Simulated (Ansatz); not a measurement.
# BP: a single-point run

The task is a single-point run on BP. The structure is shown as the input types it. The cell is built on a prototype (CsCl type) and needn't be the phase found in nature.

Method: density functional or hybrid calculation with the settings of its input, plane waves (as first typed), in Ansatz 0.2.0.

9 further runs of the same task are left out: 7 for a known fault of the program, 2 that didn't finish.

## 1. The structure to begin with

The structure is cubic, space group Pm-3m (No. 221). Conventional cell: a = 2.708 Å, b = 2.708 Å, c = 2.708 Å, α = 90.00°, β = 90.00°, γ = 90.00°. Around B (site symmetry m-3m) lie 8 P at 2.35 Å. Around P (site symmetry m-3m) lie 8 B at 2.35 Å.

As a file:

```xyz
2
Lattice="2.7081 0.0000 0.0000 0.0000 2.7081 0.0000 0.0000 0.0000 2.7081" Properties=species:S:1:pos:R:3 pbc="T T T"
B     0.0000    0.0000    0.0000
P     1.3540    1.3540    1.3540
```

## 2. Input and run

input.yaml reads:

```yaml
crystal:
  lattice:
    - [2.7080526412, 0.0, 0.0]
    - [0.0, 2.7080526412, 0.0]
    - [0.0, 0.0, 2.7080526412]
  atoms:
    - { symbol: B, position: [0.0, 0.0, 0.0] }
    - { symbol: P, position: [0.5, 0.5, 0.5] }
kpoints:
  mp_grid: { grid: [6, 6, 6] }
hamiltonian:
  xc: pbe
scf:
  occupations: { method: fermi_dirac, width: 0.02 }
  n_extra_bands: 4
  max_iter: 91
output:
  forces: true
  stress: true
  eigenvalues: true
basis:
  ecutwfc: 0
```

The run is started by

```sh
> ansatz run input.yaml --threads 4 --pin off --max-ram 3686MiB --backend cpu --events-out ev --progress --plain --runs-dir out
```

Q: Will this input give a usable result? If not, why, and what should change?

Nothing was computed: the input was turned down at the start. The line that matters: «invalid value for `basis.ecutwfc`: must be finite and > 0; got 0 eV»

The suspect setting: basis.ecutwfc is 0. The number typed is not permitted for that setting.

The cure: delete basis.ecutwfc (the default then holds).
